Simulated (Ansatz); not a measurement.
**Worked example: SiH2(SiH3)Cl + C3H9N → SiH2(NH2)(SiH3) + C3H7Cl**

Species: SiH2(SiH3)Cl, singlet; C3H9N (propylamine) `CCCN`, singlet; SiH2(NH2)(SiH3), singlet; C3H7Cl (1-chloropropane) `CCCCl`, singlet. The partners trade Cl for NH2: Si–Cl and C–NH2 bonds give way to Si–NH2 and C–Cl.

Shapes, held fixed at every level: PBE0-D4/def2-TZVP. Flexible molecules stand in one conformer, not always the lowest. Programs: Ansatz 0.2.0. Electronic energies: no zero-point or thermal term.

At CCSD(T)/CBS estimate; 1 Eh = 2625.50 kJ/mol:

```
        species   energy (Eh)
   SiH2(SiH3)Cl  -1040.976292
          C3H9N   -174.277120
SiH2(NH2)(SiH3)   -637.082973
         C3H7Cl   -578.157850
```

**Question.** Work out ΔE of the reaction at this level.

**Answer.** 
1. Products less reactants: (-637.082973) + (-578.157850) − [(-1040.976292) + (-174.277120)] = 0.012589 Eh = +33.1 kJ/mol.

Other levels give +32.5 (MP2/def2-TZVPP) to +36.6 kJ/mol (HF/def2-TZVPP). No measured value is set beside it here. The CBS estimate extrapolates MP2 from def2-TZVPP and def2-QZVPP and adds CCSD(T) − MP2 in the triple-zeta set, cores frozen.
